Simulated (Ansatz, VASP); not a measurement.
**Si: VASP beside Ansatz**

```
Si
1.0
    -3.39242    3.39242    3.39242
     3.39242   -3.39242    3.39242
     3.39242    3.39242   -3.39242
Si
8
Direct
  0.19886 0.19886 0.19886
  0.50000 0.00000 0.30114
  0.30114 0.50000 0.00000
  0.00000 0.30114 0.50000
  0.80114 0.80114 0.80114
  0.50000 0.00000 0.69886
  0.69886 0.50000 0.00000
  0.00000 0.69886 0.50000
```

This isn't the form of Si at room conditions, which is diamond.

Alike in both runs: functional BLYP; k mesh 4 × 4 × 4; occupations fermi-dirac, width 0.05 eV; no spin polarisation.

Ansatz relaxed the structure, and its values are those at the end. VASP's run is a single point on that final structure, the one shown.

|  | VASP | Ansatz |
| --- | --- | --- |
| version | VASP 6.6.1 | Ansatz 0.2.0 |
| potentials or method | VASP PAW PBE potentials, release 64 (Si) | plane waves (420 eV) with PAW, scalar-relativistic |
| plane-wave cutoff (eV) | 520 | 420 |
| valence electrons in the cell | 32 | 32 |

Ansatz gave:

```
pressure (GPa)                     : 0.0
rms of the force components (eV/Å) : 0.004
```

**Question.** What did VASP give for the same quantities?

**Answer.** Pressure (GPa): 0.2; rms of the force components (eV/Å): 0.008.

Caveats: the PAW data sets were made with another functional, which shifts forces and pressure a little (VASP).
